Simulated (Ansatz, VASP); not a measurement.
# MgS in VASP and in Ansatz

```xyz
4
Lattice="3.9555 0.0000 0.0000 0.0000 5.5939 0.0000 0.0000 0.0000 3.9555" Properties=species:S:1:pos:R:3 pbc="T T T"
Mg    0.0000    0.0000    0.0000
Mg    1.9777    2.7969    1.9777
S     1.9777    1.3985    0.0000
S     0.0000    4.1954    1.9777
```

Alike in both runs: task single point; functional LDA; k mesh 6 × 4 × 6; occupations gaussian, width 0.02 eV; no spin polarisation.

```csv
,VASP,Ansatz
version,VASP 6.6.1,Ansatz 0.2.0
potentials or method,"VASP PAW LDA potentials, release 64 (Mg, S)","scalar-relativistic, plane waves, PAW"
plane-wave cutoff (eV),520,420
valence electrons in the cell,16,32
```

|  | VASP | Ansatz | Ansatz less VASP |
| --- | --- | --- | --- |
| gap on the k mesh at the Fermi level (eV) | 3.38 | 3.36 | -0.012 |
| least direct gap on the mesh (eV) | 3.38 | 3.36 | -0.012 |
| pressure (GPa) | -0.3 | 0.0 | +0.34 |

The two sets of potentials don't hold the same shells in valence. Ansatz warned: «pseudo_functional_mismatch».

A k mesh can miss the band edges. Expect the measured gap to be larger: semilocal functionals such as LDA lack the derivative discontinuity.
